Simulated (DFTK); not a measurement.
# Al (Im-3m) in DFTK: notebook

One crystal, Al, is run at these levels: r2SCAN, SCAN, BJ06; tasks: band structure.

Everything below comes from runs of DFTK 0.8.2. Logs are shortened: lines on timing, memory, paths and dates and some standing lists are left out, and cuts for length are marked.

### Step 1. The crystal as given

The structure is cubic, space group Im-3m (No. 229). Conventional cell: a = 3.182 Å, b = 3.182 Å, c = 3.182 Å, α = 90.00°, β = 90.00°, γ = 90.00°. Around Al (site symmetry m-3m) lie 8 Al at 2.76 Å.

This isn't the form of Al at room conditions, which is fcc.

### Step 2. Band structure, r2SCAN

File run.jl:

```julia
using DFTK
using PseudoPotentialData
using Unitful, UnitfulAtomic
using LinearAlgebra, Printf
include("save.jl")
disable_threading()

# lattice vectors are the columns
lattice = austrip(1u"Å") * [   -1.59121869     1.59121869     1.59121869;
               1.59121869    -1.59121869     1.59121869;
               1.59121869     1.59121869    -1.59121869]
symbols   = [:Al]
positions = [[0.0, 0.0, 0.0]]
pseudopotentials = Dict(:Al => "Al.upf")
elements = Dict(s => ElementPsp(s, pseudopotentials; rcut=10.0) for s in unique(symbols))
atoms    = [elements[s] for s in symbols]

build_model(lattice, positions; symmetries=true) =
    model_DFT(lattice, atoms, positions;
              functionals=r2SCAN(),
              temperature=austrip(0.05u"eV"),
              smearing=Smearing.FermiDirac(),
              symmetries)
Ecut  = 45.0  # hartree
kgrid = [12, 12, 12]
tol   = 1e-6
to_GPa = ustrip(uconvert(u"GPa", 1u"hartree/bohr^3"))

model = build_model(lattice, positions)
basis = PlaneWaveBasis(model; Ecut, kgrid)
display(basis)
scfres = self_consistent_field(basis;
                               tol,
                               nbandsalg=AdaptiveBands(model; n_bands_converge=10))
display(scfres.energies)
@printf "Fermi level: %.6f eV\n" ustrip(auconvert(u"eV", something(scfres.εF, NaN)))
forces = compute_forces_cart(scfres)
println("Forces (eV/Å)")
for (s, f) in zip(symbols, forces)
    @printf "%-3s %12.6f %12.6f %12.6f\n" s ustrip.(auconvert.(u"eV/Å", f))...
end
stress = compute_stresses_cart(scfres)
println("Stress (GPa)")
display(round.(stress * to_GPa; digits=4))
println("Levels at the first k-point (eV): ", round.(ustrip.(auconvert.(u"eV", scfres.eigenvalues[1][1:scfres.n_bands_converge])); digits=4))
save_scf!(scfres; forces, stress)

points = Dict("G" => [0.0, 0.0, 0.0], "H" => [0.5, -0.5, 0.5], "P" => [0.25, 0.25, 0.25], "N" => [0.0, 0.0, 0.5])
segments = [("G", "H", 10), ("H", "N", 7), ("N", "G", 7), ("G", "P", 8), ("P", "H", 8), ("P", "N", 5)]
kcoords = vcat([[points[a] + t * (points[b] - points[a]) for t in range(0, 1, n)] for (a, b, n) in segments]...)
bands = compute_bands(scfres, ExplicitKpoints(kcoords); n_bands=12, tol=1e-5)
for (k, ε) in zip(bands.basis.kpoints, bands.eigenvalues)
    @printf "%d %8.4f %8.4f %8.4f " k.spin k.coordinate...
    println(join([@sprintf("%9.4f", e) for e in ustrip.(auconvert.(u"eV", ε .- scfres.εF))]))
end
results["band_energies"] = rows(bands.eigenvalues); results["band_kpoints"] = rows(kcoords)
```

Potentials or basis: SG15 1.2 (PBE).

On the command line:

```bash
$ julia --threads=1 run.jl  # save.jl only writes the numbers to a file and isn't shown; printed stress counts tension as positive; times include loading and compiling
```

Log:

```text
PlaneWaveBasis discretization:

    Ecut                 : 45.0 Ha
    fft_size             : (36, 36, 36), 46656 total points
    kgrid                : MonkhorstPack([12, 12, 12])
    num.   red. kpoints  : 1728
    num. irred. kpoints  : 72

    Discretized Model(mgga_x_r2scan+mgga_c_r2scan, 3D):
        lattice (in Bohr)    : [-3.00697  , 3.00697   , 3.00697   ]
                               [3.00697   , -3.00697  , 3.00697   ]
                               [3.00697   , 3.00697   , -3.00697  ]
        unit cell volume     : 108.75 Bohr³

        atoms                : Al
        atom potentials      : ElementPsp(:Al, "Al.upf")

        num. electrons       : 11
        spin polarization    : none
        temperature          : 0.0018375 Ha
        smearing             : DFTK.Smearing.FermiDirac()

        terms                : Kinetic()
                               AtomicLocal()
                               AtomicNonlocal()
                               Ewald(nothing)
                               PspCorrection()
                               Hartree()
                               Xc(mgga_x_r2scan, mgga_c_r2scan)
                               Entropy()
n     Energy            log10(ΔE)   log10(Δρ)   log10(Δτ)   Diag   Δtime
---   ---------------   ---------   ---------   ---------   ----   ------
  1   -69.23909136383                   -1.26        0.98    4.3    8.69s
  2   -69.24233930973       -2.49       -1.46       -1.44    1.1    4.87s
  3   -69.24261601697       -3.56       -1.97       -1.39    2.3    5.99s
  4   -69.24263764359       -4.67       -2.84       -1.85    1.8    5.73s
  5   -69.24263781376       -6.77       -3.72       -3.91    2.1    5.31s
  6   -69.24263782280       -8.04       -4.42       -4.09    3.0    6.93s
  7   -69.24263782299       -9.72       -5.34       -5.08    2.3    5.68s
  8   -69.24263782300      -11.13       -6.10       -5.39    2.9    6.30s
Energy breakdown (in Ha):
    Kinetic             29.5309491
    AtomicLocal         -57.4431873
    AtomicNonlocal      -15.1446189
    Ewald               -36.6105755
    PspCorrection       1.2518887
    Hartree             17.0496994
    Xc                  -7.8766445
    Entropy             -0.0001487

    total               -69.242637823001
Fermi level: 8.300589 eV
Forces (eV/Å)
Al      0.000000     0.000000     0.000000
Stress (GPa)
3×3 StaticArraysCore.SMatrix{3, 3, Float64, 9} with indices SOneTo(3)×SOneTo(3):
 -1.9536   0.0      0.0
  0.0     -1.9536   0.0
  0.0      0.0     -1.9536
Levels at the first k-point (eV): [-99.0214, -58.186, -58.186, -58.186, -3.7779, 22.5617, 22.5617, 22.5617, 24.9799, 24.9799]
1   0.0000   0.0000   0.0000 -107.3220 -66.4865 -66.4865 -66.4865 -12.0785  14.2611  14.2611  14.2611  16.6793  16.6793  16.6793  17.4917
1   0.0556  -0.0556   0.0556 -107.3218 -66.4876 -66.4872 -66.4872 -11.8855  12.6474  12.6474  14.4488  15.1213  15.3226  17.4957  17.4957
1   0.1111  -0.1111   0.1111 -107.3211 -66.4905 -66.4890 -66.4890 -11.3081  10.3105  10.3105  12.3071  13.4968  15.0116  18.2422  18.2422
1   0.1667  -0.1667   0.1667 -107.3202 -66.4945 -66.4918 -66.4918 -10.3512   8.1638   8.1638   9.8216  11.6471  15.9475  19.0707  19.0707
1   0.2222  -0.2222   0.2222 -107.3190 -66.4988 -66.4953 -66.4953  -9.0226   6.3204   6.3204   7.7055   9.9045  17.2529  20.1420  20.1420
1   0.2778  -0.2778   0.2778 -107.3179 -66.5026 -66.4990 -66.4990  -7.3330   4.8068   4.8068   5.9689   8.3575  18.0213  18.9209  21.4795
[... 37 lines left out ...]
1   0.0625   0.0625   0.4375 -107.3182 -66.5137 -66.4974 -66.4873  -4.5757  -3.8341   6.2360   7.2403  13.8103  14.7316  22.5471  24.1246
1   0.0000   0.0000   0.5000 -107.3183 -66.5148 -66.4969 -66.4862  -4.8013  -4.0689   8.7349   9.1993  10.8919  12.4803  22.3911  23.9624
```

Run time: 2 min. Hardware: 1 thread of AMD EPYC 9R45 (Zen 5), shared host; peak memory 1.7 GiB.

Results:

| Item | Value |
| --- | --- |
| Free energy | -1884.1882 eV |
| Pressure | 2.0 GPa |
| Band gap on the k mesh | none (metal or under the smearing width) |

Levels at the corners of the path, in eV from the Fermi level:
```csv
point,band 5,band 6,band 7,band 8,band 9
Γ,-12.08,14.26,14.26,14.26,16.68
H,2.12,2.12,2.12,2.87,2.87
N,-4.80,-4.07,8.73,9.20,10.89
Γ,-12.08,14.26,14.26,14.26,16.68
P,-1.18,-1.18,-1.18,0.93,23.74
H,2.12,2.12,2.12,2.87,2.87
P,-1.18,-1.18,-1.18,0.93,23.74
N,-4.80,-4.07,8.73,9.20,10.89
```

Caveat: the potentials were made for another functional, which shifts forces and pressure.

### Step 3. Band structure, SCAN

Changes to run.jl since step 2:

```diff
@@ -19,3 +19,3 @@
     model_DFT(lattice, atoms, positions;
-              functionals=r2SCAN(),
+              functionals=SCAN(),
               temperature=austrip(0.05u"eV"),
```

Potentials or basis: SG15 1.2 (PBE).

On the command line:

```bash
$ julia --threads=1 run.jl  # save.jl only writes the numbers to a file and isn't shown; printed stress counts tension as positive; times include loading and compiling
```

It took 2.7 min on 1 thread of AMD EPYC 9R45 (Zen 5), shared host; peak memory 1.6 GiB.

Results (log left out):

```
Free energy            : -1883.7033 eV
Pressure               : 4.1 GPa
Band gap on the k mesh : none (metal or under the smearing width)
```

Levels at the corners of the path, in eV from the Fermi level:
```csv
point,band 5,band 6,band 7,band 8,band 9
Γ,-11.51,13.61,13.61,13.61,15.83
H,1.94,1.94,1.94,3.01,3.01
N,-4.48,-3.95,8.43,8.62,10.43
Γ,-11.51,13.61,13.61,13.61,15.83
P,-1.04,-1.04,-1.04,0.61,22.81
H,1.94,1.94,1.94,3.01,3.01
P,-1.04,-1.04,-1.04,0.61,22.81
N,-4.48,-3.95,8.43,8.62,10.43
```

Caveat: the potentials were made for another functional, which shifts forces and pressure.

### Step 4. Band structure, BJ06

Changes to run.jl since step 3:

```diff
@@ -19,3 +19,3 @@
     model_DFT(lattice, atoms, positions;
-              functionals=SCAN(),
+              functionals=[:mgga_x_tb09, :lda_c_pw],
               temperature=austrip(0.05u"eV"),
@@ -36,12 +36,4 @@
 @printf "Fermi level: %.6f eV\n" ustrip(auconvert(u"eV", something(scfres.εF, NaN)))
-forces = compute_forces_cart(scfres)
-println("Forces (eV/Å)")
-for (s, f) in zip(symbols, forces)
-    @printf "%-3s %12.6f %12.6f %12.6f\n" s ustrip.(auconvert.(u"eV/Å", f))...
-end
-stress = compute_stresses_cart(scfres)
-println("Stress (GPa)")
-display(round.(stress * to_GPa; digits=4))
 println("Levels at the first k-point (eV): ", round.(ustrip.(auconvert.(u"eV", scfres.eigenvalues[1][1:scfres.n_bands_converge])); digits=4))
-save_scf!(scfres; forces, stress)
+save_scf!(scfres)
```

Potentials or basis: SG15 1.2 (PBE).

On the command line:

```bash
$ julia --threads=1 run.jl  # save.jl only writes the numbers to a file and isn't shown; printed stress counts tension as positive; times include loading and compiling
```

Log:

```text
PlaneWaveBasis discretization:

    Ecut                 : 45.0 Ha
    fft_size             : (36, 36, 36), 46656 total points
    kgrid                : MonkhorstPack([12, 12, 12])
    num.   red. kpoints  : 1728
    num. irred. kpoints  : 72

    Discretized Model(mgga_x_tb09+lda_c_pw, 3D):
        lattice (in Bohr)    : [-3.00697  , 3.00697   , 3.00697   ]
                               [3.00697   , -3.00697  , 3.00697   ]
                               [3.00697   , 3.00697   , -3.00697  ]
        unit cell volume     : 108.75 Bohr³

        atoms                : Al
        atom potentials      : ElementPsp(:Al, "Al.upf")

        num. electrons       : 11
        spin polarization    : none
        temperature          : 0.0018375 Ha
        smearing             : DFTK.Smearing.FermiDirac()

        terms                : Kinetic()
                               AtomicLocal()
                               AtomicNonlocal()
                               Ewald(nothing)
                               PspCorrection()
                               Hartree()
                               Xc(mgga_x_tb09, lda_c_pw)
                               Entropy()
n     Energy            log10(ΔE)   log10(Δρ)   log10(Δτ)   Diag   Δtime
---   ---------------   ---------   ---------   ---------   ----   ------
  1   -61.91945097972                   -0.87        1.02    4.1    4.85s
  2   -62.10236440717       -0.74       -0.90        0.02    2.3    3.27s
  3   -62.07845937705   +   -1.62       -1.20       -0.83    2.1    2.98s
  4   -62.07460745357   +   -2.41       -1.48       -1.61    1.2    2.49s
  5   -62.06613690797   +   -2.07       -2.14       -1.32    1.7    2.57s
  6   -62.06738640630       -2.90       -2.93       -2.17    2.0    2.67s
  7   -62.06759751790       -3.68       -3.33       -2.93    2.5    2.90s
  8   -62.06756126149   +   -4.44       -3.77       -3.72    1.3    2.54s
  9   -62.06753921173   +   -4.66       -4.50       -3.73    1.6    2.60s
 10   -62.06753308908   +   -5.21       -4.42       -4.51    2.5    2.84s
 11   -62.06753666990       -5.45       -5.00       -4.74    1.1    1.93s
 12   -62.06753864800       -5.70       -5.76       -4.90    2.0    2.71s
 13   -62.06753853305   +   -6.94       -6.23       -6.04    2.3    2.80s
Energy breakdown (in Ha):
    Kinetic             29.6254935
    AtomicLocal         -57.6485349
    AtomicNonlocal      -15.1457075
    Ewald               -36.6105755
    PspCorrection       1.2518887
    Hartree             17.1703988
    Xc                  -0.7103517
    Entropy             -0.0001499

    total               -62.067538533046
Fermi level: 7.673668 eV
Levels at the first k-point (eV): [-96.2171, -57.4342, -57.4342, -57.4342, -3.6018, 21.3035, 21.3035, 21.3035, 22.6244, 22.6244]
1   0.0000   0.0000   0.0000 -103.8908 -65.1079 -65.1079 -65.1079 -11.2754  13.6298  13.6298  13.6298  14.9507  14.9507  14.9507  16.6739
1   0.0556  -0.0556   0.0556 -103.8906 -65.1088 -65.1084 -65.1084 -11.0951  11.9013  11.9013  13.8070  13.9023  14.4929  15.9808  15.9808
1   0.1111  -0.1111   0.1111 -103.8900 -65.1114 -65.1101 -65.1101 -10.5555   9.6609   9.6609  11.8667  12.2343  14.3378  16.8095  16.8095
1   0.1667  -0.1667   0.1667 -103.8892 -65.1149 -65.1126 -65.1126  -9.6608   7.6252   7.6252   9.5434  10.5345  15.2206  17.6509  17.6509
1   0.2222  -0.2222   0.2222 -103.8881 -65.1188 -65.1158 -65.1158  -8.4180   5.8793   5.8793   7.5648   8.9434  16.4517  18.7063  18.7063
1   0.2778  -0.2778   0.2778 -103.8871 -65.1222 -65.1192 -65.1192  -6.8362   4.4456   4.4456   5.9407   7.5416  16.8508  18.0240  20.0151
1   0.3333  -0.3333   0.3333 -103.8861 -65.1247 -65.1224 -65.1224  -4.9283   3.3305   3.3305   4.6753   6.3788  13.3186  19.9224  21.5678
1   0.3889  -0.3889   0.3889 -103.8853 -65.1264 -65.1251 -65.1251  -2.7142   2.5349   2.5349   3.7705   5.4605   9.8252  22.1068  23.3028
1   0.4444  -0.4444   0.4444 -103.8848 -65.1272 -65.1268 -65.1268  -0.2431   2.0582   2.0582   3.2272   4.5664   6.8817  24.4225  24.9977
1   0.5000  -0.5000   0.5000 -103.8847 -65.1275 -65.1275 -65.1275   1.8994   1.8994   1.8994   3.0461   3.0461   5.7978  25.8656  25.8656
1   0.5000  -0.5000   0.5000 -103.8847 -65.1275 -65.1275 -65.1275   1.8994   1.8994   1.8994   3.0461   3.0461   5.7978  25.8656  25.8656
1   0.4167  -0.4167   0.5000 -103.8848 -65.1278 -65.1268 -65.1261   0.3025   0.7165   2.0781   3.7873   5.0277   6.7567  23.5209  24.8156
1   0.3333  -0.3333   0.5000 -103.8854 -65.1289 -65.1249 -65.1225  -1.3773  -0.8249   2.6147   4.6362   7.8583   8.9826  19.9711  22.4501
1   0.2500  -0.2500   0.5000 -103.8860 -65.1303 -65.1224 -65.1175  -2.6965  -2.1228   3.5112   5.7014  11.0824  11.6655  16.5713  19.8058
1   0.1667  -0.1667   0.5000 -103.8867 -65.1317 -65.1198 -65.1125  -3.6399  -3.0831   4.7702   7.0841  13.4862  13.9051  14.6533  17.9910
1   0.0833  -0.0833   0.5000 -103.8872 -65.1327 -65.1179 -65.1088  -4.2057  -3.6702   6.3947   8.7510  10.7563  13.1517  18.4529  19.6741
1   0.0000   0.0000   0.5000 -103.8874 -65.1331 -65.1172 -65.1075  -4.3943  -3.8675   8.3027   8.4784  10.1198  11.6959  21.2221  22.5807
1   0.0000   0.0000   0.5000 -103.8874 -65.1331 -65.1172 -65.1075  -4.3943  -3.8675   8.3027   8.4784  10.1198  11.6959  21.2221  22.5807
1   0.0000   0.0000   0.4167 -103.8876 -65.1314 -65.1166 -65.1075  -6.2941  -1.6105   8.4646   8.6715  10.2954  11.8646  20.3276  21.3478
1   0.0000   0.0000   0.3333 -103.8883 -65.1268 -65.1149 -65.1076  -8.0653   1.2298   8.9509   9.2466  10.8201  12.3566  19.0155  19.6342
1   0.0000   0.0000   0.2500 -103.8891 -65.1205 -65.1126 -65.1077  -9.4604   4.3947   9.7634  10.1871  11.6840  13.1287  17.9191  18.1491
1   0.0000   0.0000   0.1667 -103.8900 -65.1142 -65.1102 -65.1078 -10.4658   7.8280  10.9017  11.4433  12.8526  14.1163  16.9345  17.1326
1   0.0000   0.0000   0.0833 -103.8906 -65.1096 -65.1085 -65.1078 -11.0725  11.3296  12.3456  12.8373  14.1806  15.3006  15.8985  16.5781
1   0.0000   0.0000   0.0000 -103.8908 -65.1079 -65.1079 -65.1079 -11.2754  13.6298  13.6298  13.6298  14.9507  14.9507  14.9507  16.6739
1   0.0000   0.0000   0.0000 -103.8908 -65.1079 -65.1079 -65.1079 -11.2754  13.6298  13.6298  13.6298  14.9507  14.9507  14.9507  16.6739
1   0.0357   0.0357   0.0357 -103.8905 -65.1099 -65.1081 -65.1081 -11.0519  11.7688  11.9102  11.9102  15.2708  15.2708  16.1664  16.1664
1   0.0714   0.0714   0.0714 -103.8899 -65.1153 -65.1088 -65.1088 -10.3834   8.9894   8.9894   9.3448  15.9497  15.9497  16.4472  16.4472
1   0.1071   0.1071   0.1071 -103.8890 -65.1217 -65.1100 -65.1100  -9.2766   6.2160   6.2160   6.9881  16.9718  16.9718  17.2474  17.2474
1   0.1429   0.1429   0.1429 -103.8882 -65.1265 -65.1119 -65.1119  -7.7420   3.8002   3.8002   4.8251  18.2341  18.2341  18.5427  18.5427
1   0.1786   0.1786   0.1786 -103.8876 -65.1279 -65.1143 -65.1143  -5.7950   1.7863   1.7863   2.9397  19.7146  19.7146  20.2428  20.2428
1   0.2143   0.2143   0.2143 -103.8873 -65.1253 -65.1171 -65.1171  -3.4658   0.1867   0.1867   1.4065  21.3931  21.3931  22.0352  22.0352
1   0.2500   0.2500   0.2500 -103.8873 -65.1201 -65.1201 -65.1201  -0.9954  -0.9954  -0.9954   0.4952  22.4725  22.4725  23.5590  23.5590
1   0.2500   0.2500   0.2500 -103.8873 -65.1201 -65.1201 -65.1201  -0.9954  -0.9954  -0.9954   0.4952  22.4725  22.4725  23.5590  23.5590
1   0.2857   0.1429   0.2857 -103.8873 -65.1228 -65.1228 -65.1147  -1.7597  -1.7597  -0.8102   2.6450  20.6208  20.8809  20.8809  24.2234
1   0.3214   0.0357   0.3214 -103.8871 -65.1249 -65.1249 -65.1114  -2.1069  -2.1069  -1.1217   6.0562  17.3538  17.3538  17.5456  24.1231
1   0.3571  -0.0714   0.3571 -103.8867 -65.1264 -65.1264 -65.1118  -2.0376  -2.0376  -1.0542   9.7413  13.6751  13.6751  14.6461  24.1850
1   0.3929  -0.1786   0.3929 -103.8861 -65.1272 -65.1272 -65.1155  -1.5528  -1.5528  -0.5851  10.2874  10.2874  11.1157  14.5576  24.5000
1   0.4286  -0.2857   0.4286 -103.8854 -65.1275 -65.1275 -65.1210  -0.6554  -0.6554   0.2433   7.2906   7.2906   8.8121  18.6745  25.0232
1   0.4643  -0.3929   0.4643 -103.8849 -65.1275 -65.1275 -65.1256   0.6363   0.6363   1.2769   4.7323   4.7323   6.7649  23.0252  25.5921
1   0.5000  -0.5000   0.5000 -103.8847 -65.1275 -65.1275 -65.1275   1.8994   1.8994   1.8994   3.0461   3.0461   5.7978  25.8656  25.8656
1   0.2500   0.2500   0.2500 -103.8873 -65.1201 -65.1201 -65.1201  -0.9954  -0.9954  -0.9954   0.4952  22.4725  22.4725  23.5590  23.5590
1   0.1875   0.1875   0.3125 -103.8873 -65.1250 -65.1197 -65.1152  -2.4844  -1.9431   0.9214   1.8373  20.4562  20.5956  22.2372  23.4128
1   0.1250   0.1250   0.3750 -103.8873 -65.1292 -65.1187 -65.1111  -3.5462  -2.9893   3.2617   4.0492  16.8019  17.0650  21.7600  23.0429
1   0.0625   0.0625   0.4375 -103.8874 -65.1321 -65.1177 -65.1085  -4.1824  -3.6458   5.9989   6.5411  12.9825  13.7454  21.3673  22.7094
1   0.0000   0.0000   0.5000 -103.8874 -65.1331 -65.1172 -65.1075  -4.3943  -3.8675   8.3027   8.4784  10.1198  11.6959  21.2221  22.5807
```

It took 50 s on 1 thread of AMD EPYC 9R45 (Zen 5), shared host; peak memory 1.6 GiB.

Results:

- Band gap on the k mesh: none (metal or under the smearing width)

Levels at the corners of the path, in eV from the Fermi level:
| point | band 5 | band 6 | band 7 | band 8 |
| --- | --- | --- | --- | --- |
| Γ | -11.28 | 13.63 | 13.63 | 13.63 |
| H | 1.90 | 1.90 | 1.90 | 3.05 |
| N | -4.39 | -3.87 | 8.30 | 8.48 |
| Γ | -11.28 | 13.63 | 13.63 | 13.63 |
| P | -1.00 | -1.00 | -1.00 | 0.50 |
| H | 1.90 | 1.90 | 1.90 | 3.05 |
| P | -1.00 | -1.00 | -1.00 | 0.50 |
| N | -4.39 | -3.87 | 8.30 | 8.48 |

Caveat: the program leaves the constant c of mgga_x_tb09 at 1, so the potential is Becke-Johnson's (BJ06) and not Tran and Blaha's, with levels but no total energy; the potentials were made for another functional, which shifts forces and pressure.

### Step 5. For comparison

An earlier run on the cell as given: functional PBE; potentials or basis dojo.nc.sr.pbe.v0_4_1.standard.upf (PBE); cutoff 707 eV; k mesh 12 × 12 × 12; occupations fermi-dirac, width 0.05 eV; no spin polarisation.

* Pressure: 3.6 GPa
* Band gap on the k mesh: none (metal or under the smearing width)

### Step 6. Overview

```tsv
task	level	potentials or basis	cutoff (eV)	valence electrons	gap on the mesh (eV)	pressure (GPa)
band structure	r2SCAN	SG15 1.2 (PBE)	1225	Al 11	none	2.0
band structure	SCAN	SG15 1.2 (PBE)	1225	Al 11	none	4.1
band structure	BJ06	SG15 1.2 (PBE)	1225	Al 11	none	-
single point	PBE	dojo.nc.sr.pbe.v0_4_1.standard.upf (PBE)	707	Al 3	none	3.6
```

Alike in all rows: no spin polarisation; cell as given; k mesh 12 × 12 × 12; smearing fermi-dirac 0.05 eV.

Caveats: the potentials were made for another functional, which shifts forces and pressure (some runs); the program leaves the constant c of mgga_x_tb09 at 1, so the potential is Becke-Johnson's (BJ06) and not Tran and Blaha's, with levels but no total energy (some runs).

Absolute energies hang on the potentials; compare differences alone.
